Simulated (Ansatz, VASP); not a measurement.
This is a calculation of V for Ansatz 0.2.0.

Contents of input.yaml:

```yaml
crystal:
  lattice:
    - [2.551130326, 0.0, 0.0]
    - [-1.275565163, 2.2093436706, 0.0]
    - [0.0, 0.0, 4.6269143324]
  atoms:
    - { symbol: V, position: [0.3333333333, 0.6666666667, 0.25], spin: 2.0 }
    - { symbol: V, position: [0.6666666667, 0.3333333333, 0.75], spin: 2.0 }
kpoints:
  mp_grid: { grid: [12, 12, 6] }
scf:
  occupations: { method: fermi_dirac, width: 0.05 }
hamiltonian:
  xc: pbe
  pseudopotentials: { kind: all_electron, lapw: { basis_error: 0.0005 } }
magnetization:
  spin_polarized: true
output:
  forces: true
  stress: true
  eigenvalues: true
```

Potentials or basis: all-electron LAPW, scalar-relativistic.

Run with:

```sh
$ ansatz run input.yaml --threads 2 --pin off --max-ram 6144MiB --backend cpu --events-out ev --progress --plain --runs-dir out
```

Problem. Translate it to VASP 6.6.1. Potentials there: VASP PAW PBE potentials, release 64 (V_sv).

Solution. As run (the cutoff follows the program's own potentials):

INCAR

```
  PREC = Accurate
  ENCUT = 520
  EDIFF = 1E-7
  ISMEAR = -1
  SIGMA = 0.05
  LREAL = False
  LASPH = True
  NELM = 150
  ALGO = Normal
  ISIF = 2
  LWAVE = False
  LCHARG = False
  ISPIN = 2
  MAGMOM = 2 2
  LORBIT = 11
  LMAXMIX = 4
  GGA = PE
  NBANDS = 24
```

Contents of KPOINTS:

```
Automatic mesh
0
Gamma
  12 12 6
```

The input POSCAR:

```
V
1.0
    2.5511303260      0.0000000000      0.0000000000
   -1.2755651630      2.2093436706      0.0000000000
    0.0000000000      0.0000000000      4.6269143324
V
2
Direct
    0.3333333333      0.6666666667      0.2500000000
    0.6666666667      0.3333333333      0.7500000000
```

Potentials or basis: VASP PAW PBE potentials, release 64 (V_sv).

Run with:

```sh
$ cat potpaw_PBE.64/V_sv/POTCAR > POTCAR
$ mpirun -np 1 vasp_std > vasp.out
```

Both were run:

|  | VASP | Ansatz | Ansatz less VASP |
| --- | --- | --- | --- |
| gap on the k mesh at the Fermi level (eV) | none | none | - |
| pressure (GPa) | 11.7 | 11.4 | -0.33 |
| largest component of the traceless stress (GPa) | 0.88 | 0.82 | -0.063 |
| net moment per atom (μB) | 0.00 | 0.00 | 0.000 |

A gap of «none» marks a metal or a gap that the smearing closes. Ansatz ran all-electron here, so the differences hold the error of VASP's frozen core and of both bases.

Caveats: the starting moments weren't kept (Ansatz).
